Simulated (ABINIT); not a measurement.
## BaO (Fm-3m): G0W0 in ABINIT against the bands in the self-energy

Wanted: the cheapest bands in the self-energy that holds the gap of BaO (Fm-3m).

Calculated with ABINIT 10.8.3; LDA and many-body steps on it, plane waves.

The database entry behind the starting cell differs from later determinations by our own check (about 0.7 % short), so it need not match the best structure at ambient conditions.

### Step 1. The starting structure

Symmetry: Fm-3m, No. 225, cubic system. Conventional cell: a = 5.500 Å, b = 5.500 Å, c = 5.500 Å, α = 90.00°, β = 90.00°, γ = 90.00°. Nearest to Ba lie 6 O at 2.75 Å. Nearest to O lie 6 Ba at 2.75 Å. Farther neighbours and most contacts between anions are not listed.

Structure file:

```cif
data_structure
_symmetry_space_group_name_H-M 'Fm-3m'
_symmetry_Int_Tables_number 225
_cell_length_a 5.5000
_cell_length_b 5.5000
_cell_length_c 5.5000
_cell_angle_alpha 90.000
_cell_angle_beta 90.000
_cell_angle_gamma 90.000
_cell_volume 166.38
loop_
_atom_site_label
_atom_site_type_symbol
_atom_site_symmetry_multiplicity
_atom_site_Wyckoff_symbol
_atom_site_fract_x
_atom_site_fract_y
_atom_site_fract_z
_atom_site_occupancy
Ba1 Ba 4 a 0.00000 0.00000 0.00000 1
O1 O 4 b 0.50000 0.00000 0.00000 1
```

The cell and positions come from the Crystallography Open Database and are kept as given unless a step says otherwise. Spin-orbit coupling is left out unless a step names it.

### Step 2. Screening, 4×4×4 mesh, 102 bands, screening to 176.9 eV

This step: ABINIT 10.8.3; RPA screening on LDA, plane waves, norm-conserving pseudopotentials.

The RPA dielectric matrix is built and inverted for each q.

File run.abi:

```
acell 3*1.0 Angstrom
rprim 
  -0.000000000000 2.750000000000 2.750000000000
  2.750000000000 -0.000000000000 2.750000000000
  2.750000000000 2.750000000000 -0.000000000000
ntypat 2
znucl 56 8
natom 2
typat 1 2
xred 
  0.000000000000 0.000000000000 0.000000000000
  0.500000000000 0.500000000000 0.500000000000
pp_dirpath "pseudos"
pseudos "Ba.upf, O.upf"
ecut 36
ngkpt 4 4 4
nshiftk 1
shiftk 0 0 0
kptopt 1
chksymbreak 0
istwfk *1
occopt 1
irdwfk 1
optdriver 3
nband 102
ecuteps 6.5
inclvkb 2
awtr 1
symchi 1
indata_prefix "in"
outdata_prefix "out"
tmpdata_prefix "tmp"
```

Launch:

```bash
OMP_NUM_THREADS=1 mpirun -n 4 abinit run.abi > log
```

Output:

```text
.Version 10.8.3 of ABINIT. v10.8.2 released Aug 2026.

 Symmetries : space group Fm -3 m (#225); Bravais cF (face-center cubic)
[... echo of the input left out ...]
== DATASET  1 ==================================================================
-   mpi_nproc: 4, omp_nthreads: 1 (-1 if OMP is not activated)

--- !DatasetInfo
iteration_state: {dtset: 1, }
dimensions: {natom: 2, nkpt: 8, mband: 102, nsppol: 1, nspinor: 1, nspden: 1, mpw: 2914, }
cutoff_energies: {ecut:  36.0, pawecutdg:  -1.0, }
electrons: {nelect:   1.60000000E+01, charge:   0.00000000E+00, occopt:   1.00000000E+00, tsmear:   1.00000000E-02, }

 SCREENING: Calculation of the susceptibility and dielectric matrices

 Based on a program developped by R.W. Godby, V. Olevano, G. Onida, and L. Reining.
 Incorporated in ABINIT by V. Olevano, G.-M. Rignanese, and M. Torrent.
.Using double precision arithmetic ; gwpc =  8

[... cell and pseudopotentials left out ...]
--------------------------------------------------------------------------------

 ==== K-mesh for the wavefunctions ====
 Number of points in the irreducible wedge :     8
[... list of points left out ...]
 Together with 48 symmetry operations and time-reversal symmetry
 yields    64 points in the full Brillouin Zone.

 ==== Q-mesh for the screening function ====
 Number of points in the irreducible wedge :     8
[... list of points left out ...]
 Together with 48 symmetry operations and time-reversal symmetry
 yields    64 points in the full Brillouin Zone.

 setmesh: FFT mesh size selected  =    30x   30x   30
          total number of points  =        27000

 vcoul_init : cutoff-mode = AUXILIARY_FUNCTION
 q-points for optical limit:   1
     1)      0.000010    0.000020    0.000030

- screening: taking advantage of time-reversal symmetry
- Maximum band index for partially occupied states nbvw = 8
- Remaining bands to be divided among processors   nbcw = 94
- Number of bands treated by each node ~23

 Number of electrons calculated from density =   16.0000; Expected =   16.0000
 average of density, n =  0.057003
 r_s =    1.6119
 omega_plasma =   23.0305 [eV]

 calculating chi0 at frequencies [eV] :
  1    0.000000E+00    0.000000E+00
  2    0.000000E+00    2.303049E+01

--------------------------------------------------------------------------------
  q-point number  1        q = ( 0.000000, 0.000000, 0.000000) [r.l.u.]
--------------------------------------------------------------------------------
[... chi0 elements left out ...]
 For q-point:  0.000010 0.000020 0.000030
  dielectric constant =   4.3399
  dielectric constant without local fields =   4.8304

  Average fulfillment of the sum rule on Im[epsilon] for q-point    1 :     81.48  [%]
[... wings left out ...]
  q-point number  2        q = ( 0.250000, 0.000000, 0.000000) [r.l.u.]
--------------------------------------------------------------------------------
[... chi0 elements left out ...]
  Average fulfillment of the sum rule on Im[epsilon] for q-point    2 :     92.91  [%]

 [... 6 further q-points ...]
```

Elapsed: 16 s, on 4 MPI ranks of Arm Neoverse V2, shared host; peak memory 0.81 GiB; 65 s of CPU time.

Numbers from this step:

```yaml
eps_infinity_with_local_fields_on_this_mesh_along_the_program_s_q_direction: 4.340
the_same_without_local_fields: 4.830
plasma_frequency: 23.03 eV
plane_waves_in_the_screening_matrix: 229
```

Local fields lower ε∞ by 10 %. On a Γ-centred mesh this coarse the value itself is usually too large, while a short band sum pulls it down.

### Step 3. 16 bands

This step: G0W0 on LDA, plane waves, norm-conserving pseudopotentials.

Edit run.abi of step 2 so:

```diff
@@ -23,8 +23,17 @@
 irdwfk 1
-optdriver 3
-nband 102
+optdriver 4
+nband 16
+gwcalctyp 0
+ecutsigx 36
+symsigma 1
+nkptgw 2
+kptgw 
+  0.5000000000 0.5000000000 0.0000000000
+  0.0000000000 0.0000000000 0.0000000000
+bdgw 
+  6 10
+  6 12
 ecuteps 6.5
-inclvkb 2
-awtr 1
-symchi 1
+irdscr 1
+ppmodel 1
 indata_prefix "in"
```

Output:

```text
.Version 10.8.3 of ABINIT. v10.8.2 released Aug 2026.

 Symmetries : space group Fm -3 m (#225); Bravais cF (face-center cubic)
[... echo of the input left out ...]
== DATASET  1 ==================================================================
-   mpi_nproc: 4, omp_nthreads: 1 (-1 if OMP is not activated)

--- !DatasetInfo
iteration_state: {dtset: 1, }
dimensions: {natom: 2, nkpt: 8, mband: 16, nsppol: 1, nspinor: 1, nspden: 1, mpw: 2914, }
cutoff_energies: {ecut:  36.0, pawecutdg:  -1.0, }
electrons: {nelect:   1.60000000E+01, charge:   0.00000000E+00, occopt:   1.00000000E+00, tsmear:   1.00000000E-02, }

 SIGMA: Calculation of the GW corrections

 Based on a program developped by R.W. Godby, V. Olevano, G. Onida, and L. Reining.
 Incorporated in ABINIT by V. Olevano, G.-M. Rignanese, and M. Torrent.
.Using double precision arithmetic ; gwpc =  8

[... cell and pseudopotentials left out ...]
--------------------------------------------------------------------------------

 ==== K-mesh for the wavefunctions ====
 Number of points in the irreducible wedge :     8
[... list of points left out ...]
 Together with 48 symmetry operations and time-reversal symmetry
 yields    64 points in the full Brillouin Zone.

 ==== Q-mesh for screening function ====
 Number of points in the irreducible wedge :     8
[... list of points left out ...]
 Together with 48 symmetry operations and time-reversal symmetry
 yields    64 points in the full Brillouin Zone.

 vcoul_init : cutoff-mode = AUXILIARY_FUNCTION
 q-points for optical limit:   1
     1)      0.000010    0.000020    0.000030
 setmesh: FFT mesh size selected  =    40x   40x   40
          total number of points  =        64000

 Number of electrons calculated from density =   16.0000; Expected =   16.0000
 average of density, n =  0.057003
 r_s =    1.6119
 omega_plasma =   23.0305 [eV]

 === KS Band Gaps ===
  >>>> For spin  1
   Minimum direct gap =   1.8012 [eV], located at k-point      :   0.5000  0.5000  0.0000
   Fundamental gap    =   1.8012 [eV], Top of valence bands at :   0.5000  0.5000  0.0000
                                       Bottom of conduction at :   0.5000  0.5000  0.0000
 SIGMA fundamental parameters:
 PLASMON POLE MODEL  1
 number of plane-waves for SigmaX                 2891
 number of plane-waves for SigmaC and W            229
 number of plane-waves for wavefunctions          2891
 number of bands                                    16
 number of independent spin polarizations            1
 number of spinorial components                      1
 number of k-points in IBZ                           8
 number of q-points in IBZ                           8
 number of symmetry operations                      48
 number of k-points in BZ                           64
 number of q-points in BZ                           64
 number of frequencies for dSigma/dE                 9
 frequency step for dSigma/dE [eV]                0.25
 number of omega for Sigma on real axis              0
 max omega for Sigma on real axis  [eV]           0.00
 zcut for avoiding poles [eV]                     0.10

 EPSILON^-1 parameters (SCR file):
 dimension of the eps^-1 matrix on file            229
 dimension of the eps^-1 matrix used               229
 number of plane-waves for wavefunctions          2891
 number of bands                                   102
 number of q-points in IBZ                           8
 number of frequencies                               2
 number of real frequencies                          1
 number of imag frequencies                          1

 matrix elements of self-energy operator (all in [eV])

 Perturbative Calculation

--- !SelfEnergy_ee
iteration_state: {dtset: 1, }
kpoint     : [   0.500,    0.500,    0.000, ]
spin       : 1
KS_gap     :    1.801
QP_gap     :    2.904
Delta_QP_KS:    1.103
data: !SigmaeeData |
     Band     E0 <VxcDFT>   SigX SigC(E0)      Z dSigC/dE  Sig(E)    E-E0       E
        6   5.226 -18.429 -23.463   5.645   0.776  -0.288 -17.955   0.474   5.701
        7   5.226 -18.429 -23.463   5.645   0.776  -0.288 -17.955   0.474   5.701
        8   5.446 -18.417 -23.293   5.498   0.782  -0.279 -17.930   0.487   5.933
        9   7.248  -9.085  -4.483  -2.748   0.858  -0.166  -7.495   1.590   8.837
       10  11.511 -11.877  -6.696  -2.393   0.855  -0.170  -9.494   2.384  13.895

--- !SelfEnergy_ee
iteration_state: {dtset: 1, }
kpoint     : [   0.000,    0.000,    0.000, ]
spin       : 1
KS_gap     :    3.878
QP_gap     :    5.127
Delta_QP_KS:    1.249
data: !SigmaeeData |
     Band     E0 <VxcDFT>   SigX SigC(E0)      Z dSigC/dE  Sig(E)    E-E0       E
        6   4.993 -18.277 -23.455   5.753   0.773  -0.294 -17.833   0.444   5.437
[...]
10  10.087 -10.115  -4.929  -2.759   0.857  -0.167  -8.034   2.081  12.168
       11  10.087 -10.115  -4.929  -2.759   0.857  -0.167  -8.034   2.081  12.168
       12  10.087 -10.115  -4.929  -2.759   0.857  -0.167  -8.034   2.081  12.168

== END DATASET(S) ==============================================================
================================================================================

 -outvars: echo values of variables after computation  --------
           etotal      0.0000000000E+00
            nband          16
             nkpt           8
          spgroup         225
 [... the other variables as echoed above ...]

 Calculation completed.
```

Elapsed: 3.3 s, on 4 MPI ranks; peak memory 0.61 GiB; 13 s of CPU time.

This step gave:

```
G0W0 gap on the points computed              : 2.904 eV
starting gap on the mesh                     : 1.801 eV
k of the valence top                         : 0.5, 0.5, 0
k of the conduction bottom                   : 0.5, 0.5, 0
Z at the valence top                         : 0.782
Z at the conduction bottom                   : 0.858
least direct G0W0 gap on the computed points : 2.904 eV
```

### Step 4. 31 bands

The self-energy is evaluated for the states that the input lists, and the levels follow from it, in one-shot runs by the linearised quasiparticle equation.

Edit run.abi of step 3 so:

```diff
@@ -24,3 +24,3 @@
 optdriver 4
-nband 16
+nband 31
 gwcalctyp 0
```

Output:

```text
.Version 10.8.3 of ABINIT. v10.8.2 released Aug 2026.

 Symmetries : space group Fm -3 m (#225); Bravais cF (face-center cubic)
[... echo of the input left out ...]
== DATASET  1 ==================================================================
-   mpi_nproc: 4, omp_nthreads: 1 (-1 if OMP is not activated)

--- !DatasetInfo
iteration_state: {dtset: 1, }
dimensions: {natom: 2, nkpt: 8, mband: 31, nsppol: 1, nspinor: 1, nspden: 1, mpw: 2914, }
cutoff_energies: {ecut:  36.0, pawecutdg:  -1.0, }
electrons: {nelect:   1.60000000E+01, charge:   0.00000000E+00, occopt:   1.00000000E+00, tsmear:   1.00000000E-02, }

 SIGMA: Calculation of the GW corrections

 Based on a program developped by R.W. Godby, V. Olevano, G. Onida, and L. Reining.
 Incorporated in ABINIT by V. Olevano, G.-M. Rignanese, and M. Torrent.
.Using double precision arithmetic ; gwpc =  8

[... cell and pseudopotentials left out ...]
--------------------------------------------------------------------------------

 ==== K-mesh for the wavefunctions ====
 Number of points in the irreducible wedge :     8
[... list of points left out ...]
 Together with 48 symmetry operations and time-reversal symmetry
 yields    64 points in the full Brillouin Zone.

 ==== Q-mesh for screening function ====
 Number of points in the irreducible wedge :     8
[... list of points left out ...]
 Together with 48 symmetry operations and time-reversal symmetry
 yields    64 points in the full Brillouin Zone.

 vcoul_init : cutoff-mode = AUXILIARY_FUNCTION
 q-points for optical limit:   1
     1)      0.000010    0.000020    0.000030
 setmesh: FFT mesh size selected  =    40x   40x   40
          total number of points  =        64000

 Number of electrons calculated from density =   16.0000; Expected =   16.0000
[...]
number of omega for Sigma on real axis              0
 max omega for Sigma on real axis  [eV]           0.00
 zcut for avoiding poles [eV]                     0.10

 EPSILON^-1 parameters (SCR file):
 dimension of the eps^-1 matrix on file            229
 dimension of the eps^-1 matrix used               229
 number of plane-waves for wavefunctions          2891
 number of bands                                   102
 number of q-points in IBZ                           8
 number of frequencies                               2
 number of real frequencies                          1
 number of imag frequencies                          1

 matrix elements of self-energy operator (all in [eV])

 Perturbative Calculation

--- !SelfEnergy_ee
iteration_state: {dtset: 1, }
kpoint     : [   0.500,    0.500,    0.000, ]
spin       : 1
KS_gap     :    1.801
QP_gap     :    2.892
Delta_QP_KS:    1.091
data: !SigmaeeData |
     Band     E0 <VxcDFT>   SigX SigC(E0)      Z dSigC/dE  Sig(E)    E-E0       E
        6   5.226 -18.429 -23.463   4.999   0.769  -0.300 -18.456  -0.026   5.200
        7   5.226 -18.429 -23.463   4.999   0.769  -0.300 -18.456  -0.026   5.200
        8   5.446 -18.417 -23.293   4.836   0.774  -0.292 -18.448  -0.030   5.416
[...]
--- !SelfEnergy_ee
iteration_state: {dtset: 1, }
kpoint     : [   0.000,    0.000,    0.000, ]
spin       : 1
KS_gap     :    3.878
QP_gap     :    5.049
Delta_QP_KS:    1.171
data: !SigmaeeData |
     Band     E0 <VxcDFT>   SigX SigC(E0)      Z dSigC/dE  Sig(E)    E-E0       E
[...]
11  10.087 -10.115  -4.929  -3.572   0.844  -0.185  -8.752   1.362  11.449
       12  10.087 -10.115  -4.929  -3.572   0.844  -0.185  -8.752   1.362  11.449

== END DATASET(S) ==============================================================
================================================================================

 -outvars: echo values of variables after computation  --------
           etotal      0.0000000000E+00
            nband          31
             nkpt           8
          spgroup         225
 [... the other variables as echoed above ...]

 Calculation completed.
```

Run time: 4.3 s. Hardware: 4 MPI ranks; peak memory 0.61 GiB; 17 s of CPU time.

This step gave:

```yaml
g0w0_gap_on_the_points_computed: 2.892 eV
starting_gap_on_the_mesh: 1.801 eV
k_of_the_valence_top: 0.5, 0.5, 0
k_of_the_conduction_bottom: 0.5, 0.5, 0
z_at_the_valence_top: 0.774
z_at_the_conduction_bottom: 0.848
least_direct_g0w0_gap_on_the_computed_points: 2.892 eV
```

The gap on the mesh goes from 1.80 eV to 2.89 eV, a correction of +1.09 eV.

### Step 5. 63 bands

Edit run.abi of step 4 so:

```diff
@@ -24,3 +24,3 @@
 optdriver 4
-nband 31
+nband 63
 gwcalctyp 0
```

Output:

```text
.Version 10.8.3 of ABINIT. v10.8.2 released Aug 2026.

 Symmetries : space group Fm -3 m (#225); Bravais cF (face-center cubic)
[... echo of the input left out ...]
== DATASET  1 ==================================================================
-   mpi_nproc: 4, omp_nthreads: 1 (-1 if OMP is not activated)

--- !DatasetInfo
iteration_state: {dtset: 1, }
dimensions: {natom: 2, nkpt: 8, mband: 63, nsppol: 1, nspinor: 1, nspden: 1, mpw: 2914, }
cutoff_energies: {ecut:  36.0, pawecutdg:  -1.0, }
[...]
Band     E0 <VxcDFT>   SigX SigC(E0)      Z dSigC/dE  Sig(E)    E-E0       E
[...]
11  10.087 -10.115  -4.929  -3.929   0.840  -0.190  -9.059   1.056  11.143
       12  10.087 -10.115  -4.929  -3.929   0.840  -0.190  -9.059   1.056  11.143

== END DATASET(S) ==============================================================
================================================================================

 -outvars: echo values of variables after computation  --------
           etotal      0.0000000000E+00
            nband          63
             nkpt           8
          spgroup         225
 [... the other variables as echoed above ...]

 Calculation completed.
```

Wall time 6.4 s (4 MPI ranks); peak memory 0.7 GiB.

This step gave:

- G0W0 gap on the points computed: 3.063 eV
- starting gap on the mesh: 1.801 eV
- k of the valence top: 0.5, 0.5, 0
- k of the conduction bottom: 0.5, 0.5, 0
- least direct G0W0 gap on the computed points: 3.063 eV

Against the run before, the gap moves by +0.171 eV.

### Step 6. 102 bands

Edit run.abi of step 5 so:

```diff
@@ -24,3 +24,3 @@
 optdriver 4
-nband 63
+nband 102
 gwcalctyp 0
```

Output:

```text
.Version 10.8.3 of ABINIT. v10.8.2 released Aug 2026.

 Symmetries : space group Fm -3 m (#225); Bravais cF (face-center cubic)
[... echo of the input left out ...]
== DATASET  1 ==================================================================
-   mpi_nproc: 4, omp_nthreads: 1 (-1 if OMP is not activated)

--- !DatasetInfo
iteration_state: {dtset: 1, }
dimensions: {natom: 2, nkpt: 8, mband: 102, nsppol: 1, nspinor: 1, nspden: 1, mpw: 2914, }
cutoff_energies: {ecut:  36.0, pawecutdg:  -1.0, }
[...]
Band     E0 <VxcDFT>   SigX SigC(E0)      Z dSigC/dE  Sig(E)    E-E0       E
[...]
11  10.087 -10.115  -4.929  -4.039   0.839  -0.191  -9.151   0.963  11.050
       12  10.087 -10.115  -4.929  -4.039   0.839  -0.191  -9.151   0.963  11.050

== END DATASET(S) ==============================================================
================================================================================

 -outvars: echo values of variables after computation  --------
           etotal      0.0000000000E+00
            nband         102
             nkpt           8
          spgroup         225
 [... the other variables as echoed above ...]

 Calculation completed.
```

The job ended after 9.1 s (4 MPI ranks; peak memory 0.84 GiB; 36 s of CPU time).

Numbers from this step:

```yaml
g0w0_gap_on_the_points_computed: 3.174 eV
starting_gap_on_the_mesh: 1.801 eV
k_of_the_valence_top: 0.5, 0.5, 0
k_of_the_conduction_bottom: 0.5, 0.5, 0
least_direct_g0w0_gap_on_the_computed_points: 3.174 eV
```

Against the run before, the gap moves by +0.111 eV.

### Step 7. The runs together

Times are wall times on 4 MPI ranks of Arm Neoverse V2, shared host, good to a factor of about two. A run's time includes the screening step that it read.

```
      run   mesh  bands  screening cutoff (eV)  DFT gap (eV)  gap on the mesh (eV)  direct (eV)  ε∞ used  time
 16 bands  4×4×4     16                  176.9         1.801                 2.904        2.904     4.34  20 s
 31 bands  4×4×4     31                  176.9         1.801                 2.892        2.892     4.34  21 s
 63 bands  4×4×4     63                  176.9         1.801                 3.063        3.063     4.34  23 s
102 bands  4×4×4    102                  176.9         1.801                 3.174        3.174     4.34  25 s
```

### Step 8. What came out

```yaml
16_bands: 2.904 eV
31_bands: 2.892 eV
63_bands: 3.063 eV
102_bands: 3.174 eV
known_limits: not at the basis limit; no spin-orbit coupling; coarse k mesh
```

The setting moved: bands in the self-energy. From 16 bands to 102 bands the gap moves by +0.27 eV. The last step still moves it by +0.111 eV. Bands and screening cutoff are coupled, so a series along one setting does not show full convergence. Bands and cutoff are finite, so the gap is not at the basis limit. The miss can reach some tenths of an eV and take either sign; the mesh is an error of its own. In the G0W0 runs levels were corrected at 2 k points alone, so a gap called «on the mesh» is the least over those, and an edge elsewhere would be missed. The 4×4×4 mesh is coarse for this cell, which bears on the long-range parts of exchange and screening. The many-body steps are scalar-relativistic: spin-orbit coupling is not in them.

[Paths, hosts, dates, memory and timing lines, banners, echoed tables and standing remarks are left out of the program output.]

[Logs are printed without paths, hosts, clocks, repeated set-up lines and the standing remarks that a program may print on its own settings, such as how far it seeks lower states.]

[Runs of the session that timed out or met a known fault of the program may be left out.]

[Hosts, paths, dates, database ids (printed as entryN), source tags and the programs' standing remarks are cut or masked in the printed files.]

[G0W0 gaps are taken among the corrected bands and points alone; a level outside them can change the order at an edge.]

[Where Ansatz stands beside ABINIT at settings called matched, ABINIT's density can come from a denser mesh and the files from another edition; pairs whose starting gaps differed by over 0.03 eV were left out, so agreement reads better than it is.]
